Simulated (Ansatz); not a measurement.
SrO built on the h-MgO prototype, relaxed with r2SCAN. Sr is surrounded by 5 O at 2.47–2.57 Å; O is surrounded by 5 Sr at 2.47–2.57 Å.

Space group P6_3/mmc (No. 194). a = 4.270 Å, b = 4.270 Å, c = 5.144 Å, α = 90.00°, β = 90.00°, γ = 120.00°
```csv
atom,site,symmetry,x,y,z
Sr,2c,-6m2,0.3333,0.6667,0.2500
O,2d,-6m2,0.6667,0.3333,0.2500
```

The questions ask for values computed with Ansatz 0.2.0 on this geometry. These are computed values for a non-magnetic cell that may be hypothetical; none is a measurement.

Given (12×12×6 mesh): With r2SCAN the gap is 3.03 eV and direct, at Γ.

Q: How does the gap change from r2SCAN to LDA (12×12×6)?

A: The LDA gap is direct at Γ: 2.47 eV. The gap differs by -0.56 eV from r2SCAN's.

Q: How does the gap change from r2SCAN to PBE (12×12×6)?

A: PBE gives a direct gap of 2.66 eV at Γ. The gap differs by -0.37 eV from r2SCAN's.

Q: What does PBE+SOC give for the gap (12×12×6 mesh)?

A: With PBE+SOC the gap is 2.66 eV and direct, at Γ. Spin-orbit coupling itself accounts for 0.00 eV. The gap differs by -0.37 eV from r2SCAN's.

Q: What does HSE06+SOC give for the gap (6×6×4 mesh)?

A: HSE06+SOC gives a direct gap of 4.00 eV at Γ. Spin-orbit coupling itself accounts for 0.00 eV. The gap differs by +0.97 eV from r2SCAN's.

Q: Order these levels by the gap that they give, smallest first.
A. DDH-PBE0
B. PBE0
C. HSE06
D. LDA
E. r2SCANh
F. PBE
G. Hartree-Fock
H. r2SCAN

A: D (2.47 eV), F (2.66 eV), H (3.03 eV), E (3.77 eV), C (4.00 eV), B (4.70 eV), A (5.11 eV), G (11.32 eV).

Q: How strongly does the crystal screen a field with clamped ions (PBE)?

A: The clamped-ion dielectric constant comes out as 3.34 along x and y, 3.40 along z. Born charges, averaged over directions: Sr +2.21, O -2.21 e.

Only the levels marked +SOC include spin-orbit coupling.

The meshes of the hybrids are coarse, so their gaps aren't converged to the digits shown.
